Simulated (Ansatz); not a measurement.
# ZnS (F-43m) in Ansatz: notebook

One crystal, ZnS, is run at these levels: PBEsol+D3(BJ), PBEsol+D4; tasks: relaxation of cell and atoms.

Everything below comes from runs of Ansatz 0.2.0. Logs are shortened: lines on timing, memory, paths and dates and some standing lists are left out, and cuts for length are marked.

## (1) The crystal as given

Symmetry: F-43m, No. 216, cubic system. Conventional cell: a = 5.404 Å, b = 5.404 Å, c = 5.404 Å, α = 90.00°, β = 90.00°, γ = 90.00°. Around Zn (site symmetry -43m) lie 4 S at 2.34 Å. S (site symmetry -43m) is surrounded by 4 Zn at 2.34 Å.

## (2) Relaxation of cell and atoms, PBEsol+D3(BJ)

File input.yaml:

```yaml
crystal:
  lattice:
    - [0.0, 2.702, 2.702]
    - [2.702, 0.0, 2.702]
    - [2.702, 2.702, 0.0]
  atoms:
    - { symbol: Zn, position: [0.75, 0.75, 0.75] }
    - { symbol: S, position: [0.0, 0.0, 0.0] }
kpoints:
  mp_grid: { grid: [9, 9, 9] }
scf:
  occupations: { method: fermi_dirac, width: 0.05 }
hamiltonian:
  xc: pbesol
  dispersion: d3bj
  pseudopotentials: { kind: all_electron, lapw: { basis_error: 0.001 } }
output:
  forces: true
  stress: true
relax:
  f_tol: 0.005
  max_steps: 60
  cell: {}
```

Potentials or basis: all-electron LAPW, scalar-relativistic.

On the command line:

```console
$ ansatz run input.yaml --threads 1 --pin off --max-ram 3072MiB --backend cpu --events-out ev --progress --plain --runs-dir out
```

The program printed:

```text
Warning: RAYON_NUM_THREADS=1 ignored (pool sized by the plan → 1); use --threads N
The last accepted step is kept in <dir> (removed where the run ends without a failure and the disk answers)
LAPW: plane waves up to 8.919 Å⁻¹, error target 1.0e-3 eV per atom; small_component_spin mean_spin; S in spheres of 1.010 Å, 14 of its electrons in bands, Dirac shells []; Zn in spheres of 1.260 Å, 20 of its electrons in bands, Dirac shells [] (how accurate: hamiltonian.pseudopotentials.lapw.basis_error, Limitations)
Engine: ansatz 0.2.0, aarch64-unknown-linux-gnu
Pseudopotentials: kind: all_electron
Pseudopotential: Zn, LAPW, valence charge 20, lapw/all_electron/scalar/gaussian/Zn, Koelling and Harmon's equation, gaussian nucleus
Pseudopotential: S, LAPW, valence charge 14, lapw/all_electron/scalar/gaussian/S, Koelling and Harmon's equation, gaussian nucleus
Functional definition: PBEsol
  exchange = pbesol_x
  correlation = pbesol_c
Crystal: 2 atoms, lattice volume = 39.454 Å³
Basis set: ecut = 303.09788500473985 eV, 459 PW (Γ), exchange–correlation at level 2
Bands: 21, of which v1, the nominal top of the filled ones, is band 17 counted from 1 (16 counted from 0)
Symmetry: 24 space group operations
Space group: F-43m (ITA 216), of the structure as read, at distance tolerance 3.4e-5 Å
k-points: 35 of 729 (time reversal used)
Non-local potential: Zn, projectors of the file, none
Non-local potential: S, projectors of the file, none
Initial density: superposition of atomic densities (chi_scale 0.1, normalization cell, long waves kept (reshape's long-wave potential 0.00 eV rms))
Initial wavefunctions: plane waves of lowest kinetic energy (no species holds an atomic orbital)
Functional: x = pbesol(κ = 0.804, μ = 0.12345679012345678), c = pbesol(β = 0.046)
iter 1 solved again at ethr=2.82e-3 eV; its pass at ethr=1.00e-1 eV (dr2=9.59e-1 eV) is discarded
SCF iter   1: F=—  HF=-59683.000525 eV  |F-HF|=—  |Δ(HF+E_count)|=         —  Δρ=3.90e-2  dr2=9.62e-1  ethr=2.82e-3  ⟨swp⟩=2.0  Hψ=5019  notcnv=0
preconditioner: auto → none  [insulator: Δε(μ)=2.244 eV  Ē_g=11.525 eV  σ=0.050 eV  W_gap=1.00  n_scr=14 (ndim 8)  ℏωp=25.1 eV  f_vac=0.117  D(μ)=0.00/eV (n_scr^D=0)  ε∞_Penn≈5.7]
iter 2 solved again at ethr=1.59e-4 eV; its pass at ethr=2.82e-3 eV (dr2=5.39e-2 eV) is discarded
SCF iter   2: F=—  HF=-59682.697221 eV  |F-HF|=—  |Δ(HF+E_count)|=   3.03e-1  Δρ=1.36e-2  dr2=5.39e-2  ethr=1.59e-4  ⟨swp⟩=2.0  Hψ=3838  notcnv=0
SCF iter   3: F=—  HF=-59682.592805 eV  |F-HF|=—  |Δ(HF+E_count)|=   1.04e-1  Δρ=7.85e-3  dr2=1.58e-2  ethr=1.58e-4  ⟨swp⟩=3.0  Hψ=2276  notcnv=0
SCF iter   4: F=—  HF=-59682.584198 eV  |F-HF|=—  |Δ(HF+E_count)|=         —  Δρ=3.58e-3  dr2=3.28e-3  ethr=4.64e-5  ⟨swp⟩=2.0  Hψ=1997  notcnv=0
the basis was enlarged: its passes take 99.7 KiB over the memory plan, 1 of 1 planned eigensolver slots
SCF iter   5: F=—  HF=-59682.583740 eV  |F-HF|=—  |Δ(HF+E_count)|=   4.58e-4  Δρ=5.51e-4  dr2=7.25e-5  ethr=9.64e-6  ⟨swp⟩=2.0  Hψ=1996  notcnv=0
SCF iter   6: F=—  HF=-59682.583756 eV  |F-HF|=—  |Δ(HF+E_count)|=   1.63e-5  Δρ=5.61e-5  dr2=7.46e-7  ethr=2.13e-7  ⟨swp⟩=2.1  Hψ=1998  notcnv=0
SCF iter   7: F=-59682.583757 eV  HF=-59682.583757 eV  |F-HF|=1.52e-8  |Δ(HF+E_count)|=   8.89e-7  Δρ=3.76e-6  dr2=5.64e-9  ethr=2.20e-9  ⟨swp⟩=3.0  Hψ=2109  notcnv=0
SCF 1 converged in 7 iterations: F = -59682.583757 eV  dr2 = 5.64e-9
relax step   1: F+E_penalty+E_count = -59682.58375725 eV  Δ(F+E_penalty+E_count) = +0.000e0 eV  max|allowed force component| = 9.252e-17 eV/Å  Δτ_max = 0.0000 Å  P = -4.044 GPa  Ω = 39.454 Å³  (7 SCF iters, accepted)
Crystal: 2 atoms, lattice volume = 38.232 Å³
Basis set: ecut = 309.5219701319983 eV, 459 PW (Γ), exchange–correlation at level 2
Initial density: handed on by an earlier stage of this run
Initial wavefunctions: those handed on with the density
iter 1 solved again at ethr=5.55e-7 eV; its pass at ethr=1.00e-1 eV (dr2=1.89e-4 eV) is discarded
SCF iter   1: F=—  HF=-59682.606380 eV  |F-HF|=—  |Δ(HF+E_count)|=         —  Δρ=5.16e-4  dr2=1.88e-4  ethr=5.55e-7  ⟨swp⟩=3.7  Hψ=3888  notcnv=0
preconditioner: auto → none  [insulator: Δε(μ)=2.105 eV  Ē_g=12.275 eV  σ=0.050 eV  W_gap=1.00  n_scr=14 (ndim 8)  ℏωp=25.5 eV  f_vac=0.151  D(μ)=0.00/eV (n_scr^D=0)  ε∞_Penn≈5.3]
SCF iter   2: F=—  HF=-59682.606340 eV  |F-HF|=—  |Δ(HF+E_count)|=   3.98e-5  Δρ=2.48e-4  dr2=4.42e-5  ethr=5.53e-7  ⟨swp⟩=2.0  Hψ=1995  notcnv=0
iter 3 solved again at ethr=8.77e-9 eV; its pass at ethr=1.30e-7 eV (dr2=2.98e-6 eV) is discarded
SCF iter   3: F=—  HF=-59682.606342 eV  |F-HF|=—  |Δ(HF+E_count)|=   1.74e-6  Δρ=7.65e-5  dr2=2.99e-6  ethr=8.77e-9  ⟨swp⟩=2.0  Hψ=3502  notcnv=0
SCF iter   4: F=—  HF=-59682.606333 eV  |F-HF|=—  |Δ(HF+E_count)|=   8.08e-6  Δρ=3.01e-5  dr2=3.30e-7  ethr=8.77e-9  ⟨swp⟩=3.0  Hψ=2219  notcnv=0
SCF iter   5: F=-59682.606334 eV  HF=-59682.606334 eV  |F-HF|=3.40e-8  |Δ(HF+E_count)|=   3.03e-7  Δρ=1.08e-5  dr2=3.16e-8  ethr=9.69e-10  ⟨swp⟩=2.8  Hψ=2033  notcnv=0
SCF 2 converged in 5 iterations: F = -59682.606334 eV  dr2 = 3.16e-8
relax step   2: F+E_penalty+E_count = -59682.60633377 eV  Δ(F+E_penalty+E_count) = -2.258e-2 eV  max|allowed force component| = 6.476e-17 eV/Å  Δτ_max = 0.0000 Å  P = -1.811 GPa  Ω = 38.232 Å³  (5 SCF iters, accepted)
Crystal: 2 atoms, lattice volume = 37.295 Å³
Basis set: ecut = 314.6827929289526 eV, 459 PW (Γ), exchange–correlation at level 2
iter 1 solved again at ethr=3.13e-7 eV; its pass at ethr=1.00e-1 eV (dr2=1.06e-4 eV) is discarded
SCF iter   1: F=—  HF=-59682.611229 eV  |F-HF|=—  |Δ(HF+E_count)|=         —  Δρ=3.95e-4  dr2=1.06e-4  ethr=3.13e-7  ⟨swp⟩=3.8  Hψ=3919  notcnv=0
preconditioner: auto → none  [insulator: Δε(μ)=2.215 eV  Ē_g=12.401 eV  σ=0.050 eV  W_gap=1.00  n_scr=14 (ndim 8)  ℏωp=25.8 eV  f_vac=0.143  D(μ)=0.00/eV (n_scr^D=0)  ε∞_Penn≈5.3]
SCF iter   2: F=—  HF=-59682.611211 eV  |F-HF|=—  |Δ(HF+E_count)|=   1.81e-5  Δρ=2.07e-4  dr2=2.98e-5  ethr=3.12e-7  ⟨swp⟩=2.0  Hψ=1993  notcnv=0
iter 3 solved again at ethr=6.79e-9 eV; its pass at ethr=8.76e-8 eV (dr2=2.31e-6 eV) is discarded
SCF iter   3: F=—  HF=-59682.611212 eV  |F-HF|=—  |Δ(HF+E_count)|=   5.55e-7  Δρ=6.90e-5  dr2=2.32e-6  ethr=6.79e-9  ⟨swp⟩=2.0  Hψ=3501  notcnv=0
SCF iter   4: F=—  HF=-59682.611206 eV  |F-HF|=—  |Δ(HF+E_count)|=   5.85e-6  Δρ=2.38e-5  dr2=1.56e-7  ethr=6.79e-9  ⟨swp⟩=3.0  Hψ=2193  notcnv=0
SCF iter   5: F=-59682.611206 eV  HF=-59682.611206 eV  |F-HF|=1.34e-8  |Δ(HF+E_count)|=   2.19e-7  Δρ=7.42e-6  dr2=1.55e-8  ethr=4.58e-10  ⟨swp⟩=3.0  Hψ=2076  notcnv=0
SCF 3 converged in 5 iterations: F = -59682.611206 eV  dr2 = 1.55e-8
relax step   3: F+E_penalty+E_count = -59682.61120607 eV  Δ(F+E_penalty+E_count) = -4.872e-3 eV  max|allowed force component| = 8.789e-17 eV/Å  Δτ_max = 0.0000 Å  P = +0.190 GPa  Ω = 37.295 Å³  (5 SCF iters, accepted)
Crystal: 2 atoms, lattice volume = 37.382 Å³
Basis set: ecut = 314.194776512905 eV, 459 PW (Γ), exchange–correlation at level 2
iter 1 solved again at ethr=2.33e-9 eV; its pass at ethr=1.00e-1 eV (dr2=7.91e-7 eV) is discarded
SCF iter   1: F=—  HF=-59682.611256 eV  |F-HF|=—  |Δ(HF+E_count)|=         —  Δρ=3.64e-5  dr2=8.61e-7  ethr=2.33e-9  ⟨swp⟩=4.6  Hψ=4041  notcnv=0
preconditioner: auto → none  [insulator: Δε(μ)=2.209 eV  Ē_g=12.391 eV  σ=0.050 eV  W_gap=1.00  n_scr=14 (ndim 8)  ℏωp=25.8 eV  f_vac=0.148  D(μ)=0.00/eV (n_scr^D=0)  ε∞_Penn≈5.3]
SCF iter   2: F=—  HF=-59682.611255 eV  |F-HF|=—  |Δ(HF+E_count)|=   3.09e-7  Δρ=1.85e-5  dr2=2.37e-7  ethr=2.33e-9  ⟨swp⟩=2.0  Hψ=1993  notcnv=0
iter 3 solved again at ethr=4.74e-11 eV; its pass at ethr=6.96e-10 eV (dr2=1.61e-8 eV) is discarded
SCF iter   3: F=—  HF=-59682.611255 eV  |F-HF|=—  |Δ(HF+E_count)|=   5.15e-8  Δρ=5.54e-6  dr2=1.62e-8  ethr=4.74e-11  ⟨swp⟩=2.0  Hψ=3506  notcnv=0
SCF iter   4: F=-59682.611255 eV  HF=-59682.611255 eV  |F-HF|=7.93e-10  |Δ(HF+E_count)|=   7.60e-8  Δρ=1.77e-6  dr2=9.87e-10  ethr=4.74e-11  ⟨swp⟩=3.0  Hψ=2224  notcnv=0
SCF 4 converged in 4 iterations: F = -59682.611255 eV  dr2 = 9.87e-10
relax step   4: F+E_penalty+E_count = -59682.61125534 eV  Δ(F+E_penalty+E_count) = -4.927e-5 eV  max|allowed force component| = 7.864e-17 eV/Å  Δτ_max = 0.0000 Å  P = -0.008 GPa  Ω = 37.382 Å³  (4 SCF iters, accepted)
iter 1 solved again at ethr=2.90e-12 eV; its pass at ethr=1.00e-1 eV (dr2=9.87e-10 eV) is discarded
SCF iter   1: F=—  HF=-59682.611256 eV  |F-HF|=—  |Δ(HF+E_count)|=         —  Δρ=1.77e-6  dr2=9.87e-10  ethr=2.90e-12  ⟨swp⟩=4.2  Hψ=3701  notcnv=0
preconditioner: auto → none  [insulator: Δε(μ)=2.208 eV  Ē_g=12.391 eV  σ=0.050 eV  W_gap=1.00  n_scr=14 (ndim 8)  ℏωp=25.8 eV  f_vac=0.148  D(μ)=0.00/eV (n_scr^D=0)  ε∞_Penn≈5.3]
SCF iter   2: F=-59682.611256 eV  HF=-59682.611256 eV  |F-HF|=7.57e-10  |Δ(HF+E_count)|=   1.72e-8  Δρ=9.25e-7  dr2=2.78e-10  ethr=2.90e-12  ⟨swp⟩=2.2  Hψ=2000  notcnv=0
SCF 5 converged in 2 iterations: F = -59682.611256 eV  dr2 = 2.78e-10
relax step   5: F+E_penalty+E_count = -59682.61125599 eV  Δ(F+E_penalty+E_count) = -6.530e-7 eV  max|allowed force component| = 7.401e-17 eV/Å  Δτ_max = 0.0000 Å  P = -0.008 GPa  Ω = 37.382 Å³  stress off target by 7.59e-3 GPa  SCF on the basis re-selected at this cell (its energy is not comparable with the rows above)  (2 SCF iters)
basis re-selected at this cell: Δ(F+E_penalty+E_count) = -6.530e-7 eV, ΔP = +0.000 GPa vs the last step (what re-selecting the basis moved, after the strain that the cell walked since its last selection, with what the two solves' SCF thresholds leave and, on support functions, any second-order correction that the steps lacked; it is no measure of the basis error at this ecutwfc). This SCF's stress stands 7.59e-3 GPa from its target on what of the cell is left free (relax.cell.stress_tol is 5.00e-2 GPa) and its largest allowed force component is 7.40e-17 eV/Å (relax.f_tol is 5.00e-3 eV/Å): within both
SCF converged after 2 iterations
Free energy (F): -59682.611256 eV
Harris-Foulkes:  -59682.611256 eV  (|F-HF|=7.57e-10)
Internal energy: -59682.611256 eV  (E = F + TS)
E sigma→0 (E₀):  -59682.611256 eV
Fermi energy:    9.162480 eV
--- Per-component energies (eV) ---
  E_band       = -1859.536567
  E_kinetic    = 60621.961821
  E_xc         = -2592.754722
  E_electrostatic = -117711.271506  (all electrons and nuclei)
  E_disp       = -0.546848  (pairwise vdW)
  E_smearing   = -0.000000  (= −TS)
  E_closure    = 0.000000  (closes the sum)
  E_atoms      = -59674.495613  (free atoms, spherical and without spin; not in F)
  Σ components = -59682.611256   (vs F -59682.611256, Δ=0.00e0)
  Basis errors (estimates in eV, not in F): energy 4.9e-4 per atom: plane waves 4.4e-4 (2.6e-4 summed), levels above the bands 5.1e-47, relativity 1.3e-8, radial functions 4.3e-5, core shells 1.1e-10; eigenvalues (radial functions only) 4.9e-7; not estimated: angular momenta, meshes, grids; target (lapw.basis_error) 1.0e-3; muffin-tin radii S 0.992 Å, Zn 1.238 Å
--- Forces (eV/Å), atoms counted from 1 ---
  atom   1  Zn    -0.00000000     0.00000000    -0.00000000
  atom   2  S      0.00000000    -0.00000000     0.00000000
  max |Σ_I F_I| component: 1.85e-17 eV/Å
--- Stress (GPa, compression-positive) ---
       -0.007592      -0.000000      -0.000000
       -0.000000      -0.007592       0.000000
       -0.000000       0.000000      -0.007592
  P = ⅓ Tr σ = -0.0076 GPa (-0.076 kbar)
--- Relaxed structure (4 steps of the walk, 4 accepted, 1 SCFs on fresh bases) ---
  F+E_penalty+E_count = -59682.61125599 eV   max|allowed force component| = 7.401e-17 eV/Å   (the final SCF, on the basis selected at the relaxed cell)
  cell:  # Å, volume = 37.3819 Å³
    - [-1.464919459457482e-33, 2.653855775543813, 2.653855775543813]
    - [2.653855775543813, -9.617514712090424e-34, 2.653855775543813]
    - [2.653855775543813, 2.653855775543813, -1.216520072853822e-33]
  atoms:
    - { symbol: Zn, position: [0.75, 0.75, 0.75] }
    - { symbol: S, position: [-9.081440689106208e-35, 7.192760893262444e-36, 3.0761814168668906e-34] }
```

Run time: 35 s. Hardware: 1 thread of Arm Neoverse V2, shared host; peak memory 0.28 GiB.

Results:

| Property | Result |
| --- | --- |
| Free energy | -59682.6113 eV |
| Relaxed volume | 18.69 Å³/atom |
| Relaxed cell | a = 3.753 Å, b = 3.753 Å, c = 3.753 Å, α = 60.00°, β = 60.00°, γ = 60.00° |
| Space group after relaxing (to 0.05 Å) | F-43m (No. 216) |
| Energy gained by relaxing | 13.7 meV/atom |
| Ionic steps | 5 |
| Pressure after relaxing | 0.0 GPa |
| Band gap on the k mesh | 2.21 eV |

The path:
| step | energy change (eV) | largest force (eV/Å) | volume (Å³) |
| --- | --- | --- | --- |
| 1 | 0.0000 | 0.0000 | 39.45 |
| 2 | -0.0226 | 0.0000 | 38.23 |
| 3 | -0.0274 | 0.0000 | 37.30 |
| 4 | -0.0275 | 0.0000 | 37.38 |
| 5 | -0.0275 | 0.0000 | 37.38 |

Final structure:
```
Zn S
1.0
     0.00000    2.65386    2.65386
     2.65386    0.00000    2.65386
     2.65386    2.65386    0.00000
Zn S
1 1
Direct
  0.75000 0.75000 0.75000
  0.00000 0.00000 0.00000
```

Caveat: an odd mesh through Γ misses points on the zone boundary, where band edges often lie.

## (3) Relaxation of cell and atoms, PBEsol+D4

input.yaml, as its differences from that of step 2:

```diff
@@ -14,3 +14,3 @@
   xc: pbesol
-  dispersion: d3bj
+  dispersion: d4
   pseudopotentials: { kind: all_electron, lapw: { basis_error: 0.001 } }
@@ -20,3 +20,3 @@
 relax:
-  f_tol: 0.005
+  f_tol: 0.01
   max_steps: 60
```

Potentials or basis: all-electron LAPW, scalar-relativistic.

On the command line:

```console
$ ansatz run input.yaml --threads 1 --pin off --max-ram 3072MiB --backend cpu --events-out ev --progress --plain --runs-dir out
```

Run time: 36 s. Hardware: 1 thread of Arm Neoverse V2, shared host; peak memory 0.28 GiB.

Results (log left out):

```
Free energy                            : -59682.4360 eV
Relaxed volume                         : 18.87 Å³/atom
Relaxed cell                           : a = 3.765 Å, b = 3.765 Å, c = 3.765 Å, α = 60.00°, β = 60.00°, γ = 60.00°
Space group after relaxing (to 0.05 Å) : F-43m (No. 216)
Energy gained by relaxing              : 9.3 meV/atom
Ionic steps                            : 5
Pressure after relaxing                : 0.0 GPa
Band gap on the k mesh                 : 2.17 eV
```

The path:
| step | energy change (eV) | largest force (eV/Å) | volume (Å³) |
| --- | --- | --- | --- |
| 1 | 0.0000 | 0.0000 | 39.45 |
| 2 | -0.0152 | 0.0000 | 38.45 |
| 3 | -0.0185 | 0.0000 | 37.68 |
| 4 | -0.0185 | 0.0000 | 37.74 |
| 5 | -0.0185 | 0.0000 | 37.74 |

Final structure:
```xyz
2
Lattice="0.0000 2.6623 2.6623 2.6623 0.0000 2.6623 2.6623 2.6623 0.0000" Properties=species:S:1:pos:R:3 pbc="T T T"
Zn    3.9934    3.9934    3.9934
S     0.0000    0.0000    0.0000
```

Caveat: an odd mesh through Γ misses points on the zone boundary, where band edges often lie.
